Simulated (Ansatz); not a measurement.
## Does this entry for FeS2 lie near equilibrium?

The cell is an entry of the Crystallography Open Database (COD) (the entry's cell lengths or inner coordinates differ somewhat from later room-temperature determinations), taken as it stands.

Space group Pnnm (No. 58); a = 4.4400, b = 5.3900, c = 3.3700 Å.

| site | Wyckoff | site symmetry | x | y | z |
| --- | --- | --- | --- | --- | --- |
| Fe | 2a | ..2/m | 0.0000 | 0.0000 | 0.0000 |
| S | 4g | ..m | 0.2030 | 0.3750 | 0.0000 |

One atom of each set is listed.

Computed with Ansatz: DFT, PBE, plane waves and PAW, scalar-relativistic, collinear spin, 420 eV cutoff, Γ-centred 10×8×13 k-points, Fermi–Dirac smearing 0.05 eV. Start moments as typed (μB): 3 on each Fe, none on the rest.

Question: Do the atoms and the cell lie near the calculated equilibrium?

Answer: Nearly. The largest force is 0.19 eV/Å, on atom 4 (S: 3 Fe at 2.21–2.24 Å, 1 S at 2.25 Å), and the pressure is 1.3 GPa. Relaxing the atoms is still advisable, since electric field gradients respond to shifts of a few hundredths of an ångström.
